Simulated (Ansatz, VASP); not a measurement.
**Two plane-wave programs on AlP**

```
Al P
1.0
     0.00000    2.73517    2.73517
     2.73517    0.00000    2.73517
     2.73517    2.73517    0.00000
Al P
1 1
Direct
  0.00000 0.00000 0.00000
  0.25000 0.25000 0.25000
```

Alike in both runs: functional PBEsol; k mesh 8 × 8 × 8; occupations gaussian, width 0.02 eV; no spin polarisation.

Ansatz relaxed the structure, and its values are those at the end. VASP's run is a single point on that final structure, the one shown.

|  | VASP | Ansatz |
| --- | --- | --- |
| version | VASP 6.6.1 | Ansatz 0.2.0 |
| potentials or method | VASP PAW PBE potentials, release 64 (Al, P) | scalar-relativistic, plane waves, PAW |
| plane-wave cutoff (eV) | 520 | 420 |
| valence electrons in the cell | 8 | 8 |

|  | VASP | Ansatz | Ansatz less VASP |
| --- | --- | --- | --- |
| gap on the k mesh at the Fermi level (eV) | 1.45 | 1.45 | +0.003 |
| least direct gap on the mesh (eV) | 3.16 | 3.15 | -0.006 |
| pressure (GPa) | 0.0 | 0.0 | -0.03 |

With one functional, cell and mesh, what is left measures potentials, basis and numerics.

Caveats: the PAW data sets were made with another functional, which shifts forces and pressure a little (VASP). A k mesh can miss the band edges. As with any semilocal functional, this PBEsol gap is likely too small.
